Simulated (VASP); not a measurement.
BaH2:

```
Ba H
1.0
     6.79200    0.00000    0.00000
     0.00000    4.16800    0.00000
     0.00000    0.00000    7.85800
Ba H
4 8
Direct
  0.26029 0.25000 0.88863
  0.23971 0.75000 0.38863
  0.76029 0.25000 0.61137
  0.73971 0.75000 0.11137
  0.04300 0.25000 0.17400
  0.45700 0.75000 0.67400
  0.54300 0.25000 0.32600
  0.95700 0.75000 0.82600
  0.64600 0.25000 0.91350
  0.85400 0.75000 0.41350
  0.14600 0.25000 0.58650
  0.35400 0.75000 0.08650
```

| Quantity | Value |
| --- | --- |
| Program | VASP 6.6.1 |
| Task | relaxation of cell and atoms |
| Functional | r2SCAN |
| Potentials or basis | VASP PAW PBE potentials, release 64 (Ba_sv, H) |
| Cutoff | 600 eV |
| k mesh | 4 × 8 × 4 |
| Occupations | gaussian, width 0.03 eV |
| Spin | no spin polarisation |

At the start: pressure 0.7 GPa; volume 18.54 Å³/atom.

Question: Where does the relaxation end?

Answer: Over 12 steps the energy falls by 10.8 meV/atom and the volume is 18.78 Å³/atom (+1.3 %); space group Pnma (No. 62, to 0.05 Å).

The path:
```
step  energy change (eV)  largest force (eV/Å)  pressure (GPa)  volume (Å³)
   1              0.0000                0.3520            0.66       222.45
   2             -0.0452                0.2612            0.22       224.91
   3             -0.0745                0.1331           -0.41       229.05
   4             -0.0915                0.1064           -0.24       227.64
   5             -0.1156                0.0895            0.33       223.43
   6             -0.1258                0.0440            0.04       225.07
   7             -0.1272                0.0374           -0.12       226.02
   8             -0.1286                0.0209           -0.03       225.39
   9             -0.1288                0.0230            0.02       225.00
  10             -0.1293                0.0147            0.02       225.01
  11             -0.1294                0.0112            0.02       225.02
  12             -0.1295                0.0069           -0.02       225.31
```

Final structure:
```
Ba H
1.0
     6.84957    0.00000    0.00000
     0.00000    4.16342    0.00000
     0.00000    0.00000    7.90056
Ba H
4 8
Direct
  0.26049 0.25000 0.88602
  0.23951 0.75000 0.38602
  0.76049 0.25000 0.61398
  0.73951 0.75000 0.11398
  0.02964 0.25000 0.17990
  0.47036 0.75000 0.67990
  0.52964 0.25000 0.32010
  0.97036 0.75000 0.82010
  0.64459 0.25000 0.92964
  0.85541 0.75000 0.42964
  0.14459 0.25000 0.57036
  0.35541 0.75000 0.07036
```

Caveat: the PAW data sets were made with another functional, which shifts forces and pressure a little.
